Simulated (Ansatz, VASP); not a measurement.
# Cross-check of TiO2 between VASP and Ansatz, part 2 of 2

One calculation is typed for both programs; each brings its own data sets. How far apart do they land? The cell is taken from a series of runs on this material, whose earlier steps may have relaxed, scaled, displaced or heated it; both programs get it as it stands.

VASP 6.6.1 and Ansatz 0.2.0.

So far. Step 2 (VASP: single point, HSE06): The run ends at a pressure of 0.93 GPa, with forces up to 0.055 eV/Å.

### Step 3. Ansatz: single point, HSE06

Level of this step: Ansatz beside VASP: Kohn-Sham DFT, plane waves, HSE06 (Ansatz).

Ansatz runs on its PAW soft_1 files.

The same cell, functional and mesh now go to Ansatz, which takes its cutoff from its data sets.

input.yaml reads:

```yaml
crystal:
  lattice:
    - [4.5226228022, 0.0, 0.0]
    - [0.0, 5.4920213428, 0.0]
    - [0.0, 0.0, 4.8846508757]
  atoms:
    - { symbol: Ti, position: [0.5, 0.6733415454, 0.75] }
    - { symbol: Ti, position: [0.0, 0.8266584546, 0.25] }
    - { symbol: Ti, position: [0.5, 0.3266584546, 0.25] }
    - { symbol: Ti, position: [0.0, 0.1733415454, 0.75] }
    - { symbol: O, position: [0.7273856086, 0.6200650065, 0.082036977] }
    - { symbol: O, position: [0.2273856086, 0.8799349935, 0.917963023] }
    - { symbol: O, position: [0.7726143914, 0.8799349935, 0.582036977] }
    - { symbol: O, position: [0.2726143914, 0.6200650065, 0.417963023] }
    - { symbol: O, position: [0.7273856086, 0.3799349935, 0.582036977] }
    - { symbol: O, position: [0.2273856086, 0.1200650065, 0.417963023] }
    - { symbol: O, position: [0.7726143914, 0.1200650065, 0.082036977] }
    - { symbol: O, position: [0.2726143914, 0.3799349935, 0.917963023] }
kpoints:
  mp_grid: { grid: [4, 2, 4] }
  band_path:
    path:
      - [0.0, 0.0, 0.0]
      - [0.5, 0.0, 0.0]
      - [0.5, 0.5, 0.0]
      - [0.0, 0.5, 0.0]
      - [0.0, 0.0, 0.5]
      - [0.5, 0.0, 0.5]
      - [0.5, 0.5, 0.5]
      - [0.0, 0.5, 0.5]
    npoints: 1
hamiltonian:
  xc: hse06
  pseudopotentials: { kind: paw, azcp: { folder: soft_1 } }
scf:
  occupations: { method: fixed }
  n_extra_bands: 8
output:
  eigenvalues: true
  write_density: true
  write_potential: true
  elf: true
  volumetric_format: npy
```

The run is started by

```bash
> ansatz run input.yaml --threads 2 --pin off --max-ram 92160MiB --backend cuda --events-out ev --progress --plain --runs-dir out --devices 1 --max-vram 13GiB
```

Numbers of over 12 decimals in the logs are rounded to 6 here.

Output:

```text
scf.n_extra_bands = 8 over 48 filled bands (N_el = 96.0): the run solves 56 bands
GPUs: using 1 of 1 available (devices: 1).
Engine: ansatz 0.2.0, x86_64-unknown-linux-gnu
Pseudopotentials: kind: paw
Pseudopotential: Ti, paw, valence charge 12, recommended cutoff 420 eV (normal), soft_1/Ti.paw.azcp
Pseudopotential: O, paw, valence charge 6, recommended cutoff 420 eV (normal), soft_1/O.paw.azcp
Functional definition: HSE06
  parameter a = 0.25
  parameter omega = 0.11/bohr
  exchange = pbe_x - a*pbe_x_sr(omega) + a*exact_x_sr(omega)
  correlation = pbe_c
davidson cushion auto → on  (no smearing: the cushion is to keep the highest requested band from converging to the state above it; pin scf.eigensolver.cushion to override)
device memory: the entry about to start is reckoned to put 1.7 GiB on a device that reports 43.3 GiB free (of which the cap on the GPU budget leaves the run 13.0 GiB)
GPU FFT provider: cuFFT
GPU libraries: cuBLAS 13.8.2, cuFFT 12.4.0, cuSOLVER 12.3.4
Crystal: 12 atoms, lattice volume = 121.327 Å³
Basis set: ecut = 420 eV, 2381 PW (Γ)
Bands: 56, of which v1, the nominal top of the filled ones, is band 48 counted from 1 (47 counted from 0)
Symmetry: 8 space group operations
Space group: Pbcn (ITA 60), of the structure as read, at distance tolerance 5.0e-5 Å
k-points: 18 of 32
Non-local potential: Ti, projectors of the file, l = 0: 3, l = 1: 2, l = 2: 3, l = 3: 1
Non-local potential: O, projectors of the file, l = 0: 2, l = 1: 2, l = 2: 1
PAW form: soft (Blöchl's): semilocal exchange-correlation on the pseudo side does not see the compensation charge
PAW frozen core: Ti, regenerated for the run's functional, and the local potential with it (the file was generated under x = pbe(κ = 0.804, μ = 0.219515), c = pbe(β = 0.066725))
PAW frozen core: O, regenerated for the run's functional, and the local potential with it (the file was generated under x = pbe(κ = 0.804, μ = 0.219515), c = pbe(β = 0.066725))
PAW one-centre angular grid: Ti, 590 points (default); XC on 64 Gauss nodes
PAW one-centre angular grid: O, 110 points (default); XC on 96 Gauss nodes
Initial density: superposition of atomic densities (chi_scale 0.1, normalization cell, long waves kept (reshape's long-wave potential 0.00 eV rms))
Initial wavefunctions: pseudopotential atomic-orbital guess
GPU buffer pool allocated for 46080 grid points (all kernels)
GPU transforms: local potential and band sums: pruned to the plane-wave sphere, on 32×40×36
Functional: x = pbe(κ = 0.804, μ = 0.219515), c = pbe(β = 0.066725), warm-up for x = pbe(κ = 0.804, μ = 0.219515) + 0.25 (exact − pbe) at short range (hse, ω = 0.207870 Å⁻¹), c = pbe(β = 0.066725); HSE06 as pw.x's `hse` composes it (authors' and Libxc's form: `xc: wpbeh`)
SCF iter   1: F=—  HF=-14554.744995 eV  |F-HF|=—  |Δ(HF+E_count)|=         —  Δρ=6.69e-2  dr2=5.10e0  ethr=1.00e-1  ⟨swp⟩=3.1  Hψ=2985  notcnv=0
preconditioner: auto → none  [insulator: Δε(μ)=2.884 eV  Ē_g=9.596 eV  n_scr=30 (ndim 8)  ℏωp=27.0 eV  f_vac=0.000]
SCF iter   2: F=—  HF=-14555.260746 eV  |F-HF|=—  |Δ(HF+E_count)|=   5.16e-1  Δρ=7.40e-2  dr2=5.56e0  ethr=5.31e-3  ⟨swp⟩=3.9  Hψ=2978  notcnv=0  defer=1
SCF iter   3: F=—  HF=-14554.810064 eV  |F-HF|=—  |Δ(HF+E_count)|=   4.51e-1  Δρ=3.92e-2  dr2=2.00e0  ethr=5.31e-3  ⟨swp⟩=3.1  Hψ=2482  notcnv=0
SCF iter   4: F=—  HF=-14554.650781 eV  |F-HF|=—  |Δ(HF+E_count)|=   1.59e-1  Δρ=2.14e-2  dr2=6.02e-1  ethr=2.08e-3  ⟨swp⟩=2.0  Hψ=2232  notcnv=0
iter 5 solved again at ethr=2.62e-5 eV; its pass at ethr=6.28e-4 eV (dr2=2.52e-2 eV) is discarded
SCF iter   5: F=—  HF=-14554.591537 eV  |F-HF|=—  |Δ(HF+E_count)|=   5.92e-2  Δρ=4.61e-3  dr2=2.54e-2  ethr=2.62e-5  ⟨swp⟩=2.2  Hψ=4611  notcnv=0
SCF iter   6: F=-14554.589893 eV  HF=-14554.589974 eV  |F-HF|=8.10e-5  |Δ(HF+E_count)|=   1.56e-3  Δρ=5.47e-4  dr2=3.11e-4  ethr=2.62e-5  ⟨swp⟩=2.7  Hψ=2257  notcnv=0
SCF 1 stopped early in 6 iterations: F = -14554.589893 eV  dr2 = 3.11e-4
  greatest PAW one-centre occupation: 0.999 electrons in one spin orbital (limit 2), on the Ti atom at site 2 (counted from 0), in its partial waves of l = 0
device memory: the entry about to start is reckoned to put 2.4 GiB (of the 2.5 GiB reckoned in all, the device holds 0.1 GiB already) on a device that reports 41.7 GiB free (of which the cap on the GPU budget leaves the run 13.0 GiB)
GPU FFT provider: cuFFT
GPU libraries: cuBLAS 13.8.2, cuFFT 12.4.0, cuSOLVER 12.3.4
Initial density: handed on by an earlier stage of this run
Initial wavefunctions: those handed on with the density
GPU buffer pool allocated for 46080 grid points (all kernels)
GPU transforms: local potential and band sums: pruned to the plane-wave sphere, on 32×40×36
Functional: x = pbe(κ = 0.804, μ = 0.219515) + 0.25 (exact − pbe) at short range (hse, ω = 0.207870 Å⁻¹), c = pbe(β = 0.066725); HSE06 as pw.x's `hse` composes it (authors' and Libxc's form: `xc: wpbeh`)
Exchange kernel: α = 0.2500, screened, ω = 0.2079 Å⁻¹, Wigner–Seitz truncation, v(0) = 1009.4774 eV·Å³, q-mesh 4×2×4, nearest image of the exchange supercell L = 10.98 Å, pair-density grid 30×32×30, without the augmentation charges, whose exchange is taken in its separable form by FFT convolution over the k-point mesh (sized by the pseudopotential files, 32×40×36 at the most), smooth part of the exact exchange by density-matrix convolution in up to 2.64 GiB of GPU memory as planned if the GPU has room (build and FFT work areas not counted)
Frozen-core exchange: fock
SCF iter   1: F=—  HF=-14552.117037 eV  |F-HF|=—  |Δ(HF+E_count)|=         —  Δρ=3.42e-2  dr2=1.95e0  ethr=3.24e-6  ⟨swp⟩=7.0  Hψ=5746  notcnv=0
preconditioner: auto → none  [insulator: Δε(μ)=4.996 eV  Ē_g=12.291 eV  n_scr=30 (ndim 8)  ℏωp=27.0 eV  f_vac=0.015]
SCF iter   2: F=—  HF=-14551.594670 eV  |F-HF|=—  |Δ(HF+E_count)|=   5.22e-1  Δρ=8.31e-3  dr2=1.24e-1  ethr=3.24e-6  ⟨swp⟩=6.0  Hψ=4606  notcnv=0
SCF iter   3: F=—  HF=-14551.681591 eV  |F-HF|=—  |Δ(HF+E_count)|=   8.69e-2  Δρ=5.37e-3  dr2=4.59e-2  ethr=3.24e-6  ⟨swp⟩=5.3  Hψ=4248  notcnv=0
[...]
SCF iter   6: F=—  HF=-14551.674168 eV  |F-HF|=—  |Δ(HF+E_count)|=   6.76e-4  Δρ=6.87e-4  dr2=6.35e-4  ethr=3.99e-7  ⟨swp⟩=4.0  Hψ=3077  notcnv=0
SCF iter   7: F=-14551.673982 eV  HF=-14551.674003 eV  |F-HF|=2.15e-5  |Δ(HF+E_count)|=   1.65e-4  Δρ=1.29e-4  dr2=2.77e-5  ethr=3.99e-7  ⟨swp⟩=3.7  Hψ=2424  notcnv=0
SCF 2 stopped early in 7 iterations: F = -14551.673982 eV  dr2 = 2.77e-5
  greatest PAW one-centre occupation: 0.999 electrons in one spin orbital (limit 2), on the Ti atom at site 3 (counted from 0), in its partial waves of l = 0
hybrid outer 1: dexx = +1.329e-1 eV, tail = 3.64e-4 eV
GPU FFT provider: cuFFT
GPU libraries: cuBLAS 13.8.2, cuFFT 12.4.0, cuSOLVER 12.3.4
GPU buffer pool allocated for 46080 grid points (all kernels)
GPU transforms: local potential and band sums: pruned to the plane-wave sphere, on 32×40×36
Exchange kernel: α = 0.2500, screened, ω = 0.2079 Å⁻¹, Wigner–Seitz truncation, v(0) = 1009.4774 eV·Å³, q-mesh 4×2×4, nearest image of the exchange supercell L = 10.98 Å, pair-density grid 30×32×30, without the augmentation charges, whose exchange is taken in its separable form by FFT convolution over the k-point mesh (sized by the pseudopotential files, 32×40×36 at the most), smooth part of the exact exchange by density-matrix convolution in up to 2.64 GiB of GPU memory as planned if the GPU has room (build and FFT work areas not counted)
Frozen-core exchange: fock
SCF iter   1: F=—  HF=-14551.672957 eV  |F-HF|=—  |Δ(HF+E_count)|=         —  Δρ=1.67e-4  dr2=2.57e-5  ethr=1.90e-6  ⟨swp⟩=3.2  Hψ=2541  notcnv=0
preconditioner: auto → none  [insulator: Δε(μ)=4.207 eV  Ē_g=11.543 eV  n_scr=30 (ndim 8)  ℏωp=27.0 eV  f_vac=0.016]
SCF iter   2: F=—  HF=-14551.672970 eV  |F-HF|=—  |Δ(HF+E_count)|=   1.31e-5  Δρ=2.22e-4  dr2=6.30e-5  ethr=2.49e-8  ⟨swp⟩=4.1  Hψ=3018  notcnv=0
iter 3 solved again at ethr=1.65e-9 eV; its pass at ethr=2.49e-8 eV (dr2=1.58e-6 eV) is discarded
SCF iter   3: F=—  HF=-14551.672955 eV  |F-HF|=—  |Δ(HF+E_count)|=   1.53e-5  Δρ=3.26e-5  dr2=3.72e-6  ethr=1.65e-9  ⟨swp⟩=3.0  Hψ=5112  notcnv=0
SCF iter   4: F=—  HF=-14551.672983 eV  |F-HF|=—  |Δ(HF+E_count)|=   2.82e-5  Δρ=7.19e-5  dr2=5.05e-6  ethr=1.58e-9  ⟨swp⟩=5.0  Hψ=3528  notcnv=0
SCF iter   5: F=—  HF=-14551.672982 eV  |F-HF|=—  |Δ(HF+E_count)|=   1.38e-6  Δρ=5.99e-6  dr2=4.98e-7  ethr=1.58e-9  ⟨swp⟩=4.0  Hψ=3072  notcnv=0
SCF iter   6: F=—  HF=-14551.672985 eV  |F-HF|=—  |Δ(HF+E_count)|=   2.80e-6  Δρ=1.52e-5  dr2=1.82e-7  ethr=3.82e-11  ⟨swp⟩=5.7  Hψ=4001  notcnv=0
SCF iter   7: F=-14551.672985 eV  HF=-14551.672985 eV  |F-HF|=8.22e-9  |Δ(HF+E_count)|=   3.76e-7  Δρ=6.56e-6  dr2=1.60e-8  ethr=3.82e-11  ⟨swp⟩=6.1  Hψ=3224  notcnv=0  defer=30
SCF 3 converged in 7 iterations: F = -14551.672985 eV  dr2 = 1.60e-8
hybrid outer 2: dexx = +4.669e-5 eV, tail = 2.54e-7 eV, Δε = 2.61e-3 eV (about 6.65e-5 eV left of the loop's levels)
device memory: the entry about to start is reckoned to put 0.9 GiB on a device that reports 32.3 GiB free (of which the cap on the GPU budget leaves the run 13.0 GiB)
NSCF: frozen V_eff on 8 k-points
hybrid SCF converged: 2 outer / 14 inner (+6 warm-up), last move |dexx| = 4.67e-5 eV, tail = 2.54e-7 eV
Stability not checked: this state was not tested for a lower state beside it, because the functional holds exact exchange (a hybrid, or Hartree-Fock), whose exchange loop this test does not read (fock_operator; see scf.lower_state_search)
Free energy (F): -14551.672988 eV
Frozen-core exchange: fock
Harris-Foulkes:  -14551.672988 eV  (|F-HF|=8.22e-9)
Internal energy: -14551.672988 eV  (E = F + TS)
E sigma→0 (E₀):  -14551.672988 eV
Fermi energy:    8.155508 eV
--- Per-component energies (eV) ---
  E_band       = -970.975917
  E_kinetic    = 2474.414987
  E_local      = -6121.201121  (includes V_loc(G=0)·N_el)
  E_nonlocal   = 625.742189
  E_hartree    = 2298.727882
  E_xc         = -837.782149
  E_vxc        = -1051.470831  (∫ρ·V_xc dr)
  E_exx        = -314.494883  (= α·E_x^exact, valence–valence)
  E_paw        = -5346.616186  (= ΣΔE_a)
  E_vpaw       = -866.931963  (= ΣTr[D̂ρ^β])
  E_aug_tail   = 0.005795  (compensation charges beyond the density's cutoff)
  E_ewald      = -7329.568472
  E_core_change = -0.901030  (= ΣΔE_core)
  E_smearing   = -0.000000  (= −TS)
  E_closure    = 0.000000  (closes the sum)
  Σ components = -14551.672988   (vs F -14551.672988, Δ=1.82e-12)
--- Band table (eV; the first three rows and the last of 18) ---
  k-point 0: bands = [... 44 lower, 7.5701, 7.7392, 8.1264, 8.1555, 12.4254, 12.4435, 12.6116, 12.6442, ... 4 higher]
  k-point 1: bands = [... 44 lower, 7.3075, 7.7619, 7.8992, 8.0532, 12.4979, 12.6027, 12.6468, 12.6592, ... 4 higher]
  k-point 2: bands = [... 44 lower, 7.7069, 7.7069, 7.7901, 7.7901, 12.3604, 12.3604, 12.8895, 12.8895, ... 4 higher]
  k-point 17: bands = [... 44 lower, 7.2371, 7.2371, 7.2371, 7.2371, 12.8009, 12.8009, 12.8009, 12.8009, ... 4 higher]
```

### Step 4. Side by side

Known differences besides the potentials themselves: exact exchange at q = 0 is treated differently, which shows on coarse meshes; VASP keeps PBE cores, Ansatz makes them for the functional; fixed occupations in Ansatz, narrow Gaussian smearing in VASP; the cutoff is 420 eV in Ansatz and 520 eV in VASP; VASP takes a coarser grid for exact exchange (PRECFOCK = Fast). Total energies have different zeros and are not compared.

The two programs side by side:

| quantity | Ansatz | VASP | difference |
| --- | --- | --- | --- |
| gap on the k mesh (eV) | 4.205 | 4.176 | +0.029 |

A gap on the mesh is an upper bound, since the band edges may lie between its points.

### Step 5. Results

| Quantity | Value |
| --- | --- |
| difference in gap on the k mesh (single point, HSE06) | 0.029 eV |

What this shows: The difference in gap on the k mesh is 0.029 eV (single point, HSE06), within the 0.08 eV picked in this series as the mark of a large difference. How closely two codes agree says nothing of how well the functional describes the real material.

[Lines on the potential files, build, host, timing and source positions are cut from VASP's logs without a mark.]

[Logs are printed without paths, hosts, clocks, repeated set-up lines and the standing remarks that a program may print on its own settings, such as how far it seeks lower states.]

[Hosts, paths, dates, database ids (printed as entryN), source tags and the programs' standing remarks are cut or masked in the printed files.]
